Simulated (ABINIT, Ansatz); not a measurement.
**KF (Carobbiite): G0W0 on several meshes in ABINIT**

Wanted: mesh dependence and cost of G0W0 for KF (Carobbiite).

Calculated with ABINIT 10.8.3; PBE and many-body steps on it, plane waves.

## Step 1: Starting point

It takes space group Fm-3m (No. 225, cubic). Conventional cell: a = 5.344 Å, b = 5.344 Å, c = 5.344 Å, α = 90.00°, β = 90.00°, γ = 90.00°. Nearest to K lie 6 F at 2.67 Å. F has 6 K at 2.67 Å nearest. Farther neighbours and most contacts between anions are not listed.

The cell and positions come from the Crystallography Open Database and are kept as given unless a step says otherwise.

## Step 2: Empty states on the mesh, 6×6×6 mesh, 708 bands

This step: ABINIT 10.8.3; DFT, PBE, plane waves, norm-conserving pseudopotentials.

The sums over transitions need many empty states on a uniform mesh; this step solves for them.

File run.abi:

```
acell 3*1.0 Angstrom
rprim 
  -0.000000000000 2.671850000000 2.671850000000
  2.671850000000 -0.000000000000 2.671850000000
  2.671850000000 2.671850000000 0.000000000000
ntypat 2
znucl 19 9
natom 2
typat 1 2
xred 
  0.000000000000 0.000000000000 0.000000000000
  0.500000000000 0.500000000000 0.500000000000
pp_dirpath "pseudos"
pseudos "K.upf, F.upf"
ecut 36
ngkpt 6 6 6
nshiftk 1
shiftk 0 0 0
kptopt 1
chksymbreak 0
irdden 1
istwfk *1
nband 708
prtvol 0
optdriver 6
gwr_task "HDIAGO"
paral_kgb 0
occopt 1
indata_prefix "in"
outdata_prefix "out"
tmpdata_prefix "tmp"
```

On the command line:

```
$ OMP_NUM_THREADS=1 mpirun -n 8 abinit run.abi > log
```

The program printed:

```text
.Version 10.8.3 of ABINIT. v10.8.2 released Aug 2026.

 Symmetries : space group Fm -3 m (#225); Bravais cF (face-center cubic)
[... echo of the input left out ...]
== DATASET  1 ==================================================================
-   mpi_nproc: 8, omp_nthreads: 1 (-1 if OMP is not activated)

--- !DatasetInfo
iteration_state: {dtset: 1, }
dimensions: {natom: 2, nkpt: 16, mband: 708, nsppol: 1, nspinor: 1, nspden: 1, mpw: 2685, }
cutoff_energies: {ecut:  36.0, pawecutdg:  -1.0, }
[...]
Direct band gap semiconductor
 Fundamental gap:     6.199 (eV)
   VBM:     0.131 (eV) at k: [ 0.0000E+00,  0.0000E+00,  0.0000E+00]
   CBM:     6.330 (eV) at k: [ 0.0000E+00,  0.0000E+00,  0.0000E+00]
 Direct gap:         6.199 (eV) at k: [ 0.0000E+00,  0.0000E+00,  0.0000E+00]

== END DATASET(S) ==============================================================
================================================================================

 -outvars: echo values of variables after computation  --------
           etotal      0.0000000000E+00
            nband         708
             nkpt          16
          spgroup         225
 [... the other variables as echoed above ...]

 Calculation completed.
```

It took 37 s on 8 MPI ranks of Arm Neoverse V1, shared host; peak memory 3.7 GiB.

Numbers from this step:

- gap: 6.199 eV
- k of the valence top: 0, 0, 0
- k of the conduction bottom: 0, 0, 0
- least direct gap: 6.199 eV
- k points computed: 16
- lowest point of the top converged band, above the valence top: 390.3015 eV

On this mesh the gap is 6.199 eV.

The density comes from a self-consistent run that is not shown.

## Step 3: Screening, 6×6×6 mesh, 290 bands, screening to 283 eV

The RPA dielectric matrix is built and inverted for each q.

This step: RPA screening on PBE, plane waves, norm-conserving pseudopotentials.

Edit run.abi of step 2 so:

```diff
@@ -20,10 +20,11 @@
 chksymbreak 0
-irdden 1
 istwfk *1
-nband 708
-prtvol 0
-optdriver 6
-gwr_task "HDIAGO"
-paral_kgb 0
 occopt 1
+irdwfk 1
+optdriver 3
+nband 290
+ecuteps 10.4
+inclvkb 2
+awtr 1
+symchi 1
 indata_prefix "in"
```

The program printed:

```text
.Version 10.8.3 of ABINIT. v10.8.2 released Aug 2026.

 Symmetries : space group Fm -3 m (#225); Bravais cF (face-center cubic)
[... echo of the input left out ...]
== DATASET  1 ==================================================================
-   mpi_nproc: 8, omp_nthreads: 1 (-1 if OMP is not activated)

--- !DatasetInfo
iteration_state: {dtset: 1, }
dimensions: {natom: 2, nkpt: 16, mband: 290, nsppol: 1, nspinor: 1, nspden: 1, mpw: 2685, }
cutoff_energies: {ecut:  36.0, pawecutdg:  -1.0, }
electrons: {nelect:   1.60000000E+01, charge:   0.00000000E+00, occopt:   1.00000000E+00, tsmear:   1.00000000E-02, }

 SCREENING: Calculation of the susceptibility and dielectric matrices

 Based on a program developped by R.W. Godby, V. Olevano, G. Onida, and L. Reining.
 Incorporated in ABINIT by V. Olevano, G.-M. Rignanese, and M. Torrent.
.Using double precision arithmetic ; gwpc =  8

[... cell and pseudopotentials left out ...]
--------------------------------------------------------------------------------

 ==== K-mesh for the wavefunctions ====
 Number of points in the irreducible wedge :    16
[... list of points left out ...]
 Together with 48 symmetry operations and time-reversal symmetry
 yields   216 points in the full Brillouin Zone.

 ==== Q-mesh for the screening function ====
 Number of points in the irreducible wedge :    16
[... list of points left out ...]
 Together with 48 symmetry operations and time-reversal symmetry
 yields   216 points in the full Brillouin Zone.

 setmesh: FFT mesh size selected  =    30x   30x   30
          total number of points  =        27000

 vcoul_init : cutoff-mode = AUXILIARY_FUNCTION
 q-points for optical limit:   1
     1)      0.000010    0.000020    0.000030

- screening: taking advantage of time-reversal symmetry
- Maximum band index for partially occupied states nbvw = 8
- Remaining bands to be divided among processors   nbcw = 282
- Number of bands treated by each node ~35

 Number of electrons calculated from density =   16.0000; Expected =   16.0000
 average of density, n =  0.062152
 r_s =    1.5661
 omega_plasma =   24.0483 [eV]

 calculating chi0 at frequencies [eV] :
  1    0.000000E+00    0.000000E+00
  2    0.000000E+00    2.404829E+01

--------------------------------------------------------------------------------
  q-point number  1        q = ( 0.000000, 0.000000, 0.000000) [r.l.u.]
--------------------------------------------------------------------------------
[... chi0 elements left out ...]
 For q-point:  0.000010 0.000020 0.000030
  dielectric constant =   1.8935
  dielectric constant without local fields =   2.1064

  Average fulfillment of the sum rule on Im[epsilon] for q-point    1 :     86.25  [%]
[... wings left out ...]
  q-point number  2        q = ( 0.166667, 0.000000, 0.000000) [r.l.u.]
--------------------------------------------------------------------------------
[... chi0 elements left out ...]
  Average fulfillment of the sum rule on Im[epsilon] for q-point    2 :     90.34  [%]

 [... 14 further q-points ...]
```

Elapsed: 5.5 min, on 8 MPI ranks; peak memory 3.8 GiB.

This step gave:

```
ε∞ with local fields, on this mesh, along the program's q direction : 1.893
the same without local fields                                       : 2.106
plasma frequency                                                    : 24.05 eV
plane waves in the screening matrix                                 : 411
```

Local fields lower ε∞ by 10 %.

## Step 4: 6×6×6

The self-energy is evaluated for the states that the input lists, and the levels follow from it, in one-shot runs by the linearised quasiparticle equation.

This step: G0W0 on PBE, plane waves, norm-conserving pseudopotentials.

Edit run.abi of step 3 so:

```diff
@@ -23,8 +23,15 @@
 irdwfk 1
-optdriver 3
+optdriver 4
 nband 290
+gwcalctyp 0
+ecutsigx 36
+symsigma 1
+nkptgw 1
+kptgw 
+  0.0000000000 0.0000000000 0.0000000000
+bdgw 
+  6 12
 ecuteps 10.4
-inclvkb 2
-awtr 1
-symchi 1
+irdscr 1
+ppmodel 1
 indata_prefix "in"
```

The program printed:

```text
.Version 10.8.3 of ABINIT. v10.8.2 released Aug 2026.

 Symmetries : space group Fm -3 m (#225); Bravais cF (face-center cubic)
[... echo of the input left out ...]
== DATASET  1 ==================================================================
-   mpi_nproc: 8, omp_nthreads: 1 (-1 if OMP is not activated)

--- !DatasetInfo
iteration_state: {dtset: 1, }
dimensions: {natom: 2, nkpt: 16, mband: 290, nsppol: 1, nspinor: 1, nspden: 1, mpw: 2685, }
cutoff_energies: {ecut:  36.0, pawecutdg:  -1.0, }
electrons: {nelect:   1.60000000E+01, charge:   0.00000000E+00, occopt:   1.00000000E+00, tsmear:   1.00000000E-02, }

 SIGMA: Calculation of the GW corrections

 Based on a program developped by R.W. Godby, V. Olevano, G. Onida, and L. Reining.
 Incorporated in ABINIT by V. Olevano, G.-M. Rignanese, and M. Torrent.
.Using double precision arithmetic ; gwpc =  8

[... cell and pseudopotentials left out ...]
--------------------------------------------------------------------------------

 ==== K-mesh for the wavefunctions ====
 Number of points in the irreducible wedge :    16
[... list of points left out ...]
 Together with 48 symmetry operations and time-reversal symmetry
 yields   216 points in the full Brillouin Zone.

 ==== Q-mesh for screening function ====
 Number of points in the irreducible wedge :    16
[... list of points left out ...]
 Together with 48 symmetry operations and time-reversal symmetry
 yields   216 points in the full Brillouin Zone.

 vcoul_init : cutoff-mode = AUXILIARY_FUNCTION
 q-points for optical limit:   1
     1)      0.000010    0.000020    0.000030
 setmesh: FFT mesh size selected  =    40x   40x   40
          total number of points  =        64000

 Number of electrons calculated from density =   16.0000; Expected =   16.0000
 average of density, n =  0.062152
 r_s =    1.5661
 omega_plasma =   24.0483 [eV]

 === KS Band Gaps ===
  >>>> For spin  1
   Minimum direct gap =   6.1994 [eV], located at k-point      :   0.0000  0.0000  0.0000
   Fundamental gap    =   6.1994 [eV], Top of valence bands at :   0.0000  0.0000  0.0000
                                       Bottom of conduction at :   0.0000  0.0000  0.0000
 SIGMA fundamental parameters:
 PLASMON POLE MODEL  1
 number of plane-waves for SigmaX                 2685
 number of plane-waves for SigmaC and W            411
 number of plane-waves for wavefunctions          2685
 number of bands                                   290
 number of independent spin polarizations            1
 number of spinorial components                      1
 number of k-points in IBZ                          16
 number of q-points in IBZ                          16
 number of symmetry operations                      48
 number of k-points in BZ                          216
 number of q-points in BZ                          216
 number of frequencies for dSigma/dE                 9
 frequency step for dSigma/dE [eV]                0.25
 number of omega for Sigma on real axis              0
 max omega for Sigma on real axis  [eV]           0.00
 zcut for avoiding poles [eV]                     0.10

 EPSILON^-1 parameters (SCR file):
 dimension of the eps^-1 matrix on file            411
 dimension of the eps^-1 matrix used               411
 number of plane-waves for wavefunctions          2685
 number of bands                                   290
 number of q-points in IBZ                          16
 number of frequencies                               2
 number of real frequencies                          1
 number of imag frequencies                          1

 matrix elements of self-energy operator (all in [eV])

 Perturbative Calculation

--- !SelfEnergy_ee
iteration_state: {dtset: 1, }
kpoint     : [   0.000,    0.000,    0.000, ]
spin       : 1
KS_gap     :    6.199
QP_gap     :    9.703
Delta_QP_KS:    3.503
data: !SigmaeeData |
     Band     E0 <VxcDFT>   SigX SigC(E0)      Z dSigC/dE  Sig(E)    E-E0       E
        6   0.131 -21.899 -29.568   4.513   0.804  -0.244 -24.436  -2.537  -2.406
        7   0.131 -21.899 -29.568   4.513   0.804  -0.244 -24.436  -2.537  -2.406
        8   0.131 -21.899 -29.568   4.513   0.804  -0.244 -24.436  -2.537  -2.406
        9   6.330  -7.969  -4.027  -2.865   0.897  -0.115  -7.003   0.966   7.296
       10  10.825 -10.841  -4.975  -3.272   0.890  -0.124  -8.534   2.307  13.132
       11  10.825 -10.841  -4.975  -3.272   0.890  -0.124  -8.534   2.307  13.132
       12  10.825 -10.841  -4.975  -3.272   0.890  -0.124  -8.534   2.307  13.132

== END DATASET(S) ==============================================================
================================================================================

 -outvars: echo values of variables after computation  --------
           etotal      0.0000000000E+00
            nband         290
             nkpt          16
          spgroup         225
 [... the other variables as echoed above ...]

 Calculation completed.
```

Elapsed: 36 s, on 8 MPI ranks; peak memory 4.1 GiB; 4.8 min of CPU time.

This step gave:

| Item | Value |
| --- | --- |
| G0W0 gap on the points computed | 9.702 eV |
| starting gap on the mesh | 6.199 eV |
| k of the valence top | 0, 0, 0 |
| k of the conduction bottom | 0, 0, 0 |
| Z at the valence top | 0.804 |
| Z at the conduction bottom | 0.897 |
| least direct G0W0 gap on the computed points | 9.702 eV |

The gap on the mesh goes from 6.20 eV to 9.70 eV, a correction of +3.50 eV.

## Step 5: Empty states on the mesh, 4×4×4 mesh, 298 bands

This step: DFT, PBE, plane waves, norm-conserving pseudopotentials.

Edit run.abi of step 4 so:

```diff
@@ -15,3 +15,3 @@
 ecut 36
-ngkpt 6 6 6
+ngkpt 4 4 4
 nshiftk 1
@@ -20,18 +20,10 @@
 chksymbreak 0
+irdden 1
 istwfk *1
+nband 298
+prtvol 0
+optdriver 6
+gwr_task "HDIAGO"
+paral_kgb 0
 occopt 1
-irdwfk 1
-optdriver 4
-nband 290
-gwcalctyp 0
-ecutsigx 36
-symsigma 1
-nkptgw 1
-kptgw 
-  0.0000000000 0.0000000000 0.0000000000
-bdgw 
-  6 12
-ecuteps 10.4
-irdscr 1
-ppmodel 1
 indata_prefix "in"
```

The program printed:

```text
[banner, memory and clock lines left out]
.Version 10.8.3 of ABINIT. v10.8.2 released Aug 2026.

 Symmetries : space group Fm -3 m (#225); Bravais cF (face-center cubic)
[... echo of the input left out ...]
== DATASET  1 ==================================================================
-   mpi_nproc: 8, omp_nthreads: 1 (-1 if OMP is not activated)

--- !DatasetInfo
iteration_state: {dtset: 1, }
dimensions: {natom: 2, nkpt: 8, mband: 298, nsppol: 1, nspinor: 1, nspden: 1, mpw: 2685, }
cutoff_energies: {ecut:  36.0, pawecutdg:  -1.0, }
[...]
Integrated=    1.6000E+01

 === KS gaps after direct diagonalization ===
 Direct band gap semiconductor
 Fundamental gap:     6.199 (eV)
   VBM:     0.131 (eV) at k: [ 0.0000E+00,  0.0000E+00,  0.0000E+00]
   CBM:     6.330 (eV) at k: [ 0.0000E+00,  0.0000E+00,  0.0000E+00]
 Direct gap:         6.199 (eV) at k: [ 0.0000E+00,  0.0000E+00,  0.0000E+00]

== END DATASET(S) ==============================================================

 -outvars: echo values of variables after computation  --------
           etotal      0.0000000000E+00
            nband         298
             nkpt           8
          spgroup         225
 [... the other variables as echoed above ...]

 Calculation completed.
```

The job ended after 19 s (8 MPI ranks; peak memory 3.5 GiB; 2.5 min of CPU time).

This step gave:

```
gap                                                           : 6.199 eV
k of the valence top                                          : 0, 0, 0
k of the conduction bottom                                    : 0, 0, 0
least direct gap                                              : 6.199 eV
k points computed                                             : 8
lowest point of the top converged band, above the valence top : 210.3204 eV
```

On this mesh the gap is 6.199 eV.

[end of part 1 of 2]

[Paths, hosts, dates, memory and timing lines, banners, echoed tables and standing remarks are left out of the program output.]

[Logs are printed without paths, hosts, clocks, repeated set-up lines and the standing remarks that a program may print on its own settings, such as how far it seeks lower states.]

[Runs of the session that timed out or met a known fault of the program may be left out.]

[Hosts, paths, dates, database ids (printed as entryN), source tags and the programs' standing remarks are cut or masked in the printed files.]

[G0W0 gaps are taken among the corrected bands and points alone; a level outside them can change the order at an edge.]

[Where Ansatz stands beside ABINIT at settings called matched, ABINIT's density can come from a denser mesh and the files from another edition; pairs whose starting gaps differed by over 0.03 eV were left out, so agreement reads better than it is.]
